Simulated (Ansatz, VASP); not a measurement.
**Ga in VASP and in Ansatz**

```
Ga
1.0
    -1.40400    1.40400    2.22900
     1.40400   -1.40400    2.22900
     1.40400    1.40400   -2.22900
Ga
1
Cartesian
  0.0000 0.0000 0.0000
```

Alike in both runs: task electric field gradients; functional PBE; k mesh 16 × 16 × 16; occupations fermi-dirac, width 0.03 eV; no spin polarisation.

```csv
,VASP,Ansatz
version,VASP 6.6.1,Ansatz 0.2.0
potentials or method,"VASP PAW PBE potentials, release 64 (Ga_d)","PAW with Ansatz's default frozen-core files, scalar-relativistic"
plane-wave cutoff (eV),520,420
valence electrons in the cell,13,13
```

```csv
,VASP,Ansatz,Ansatz less VASP
pressure (GPa),4.6,4.5,-0.11
largest component of the traceless stress (GPa),0.63,0.61,-0.023
Vzz of the field gradient on the site that differs most (V/Å²),21.0,22.4,+1.35
```
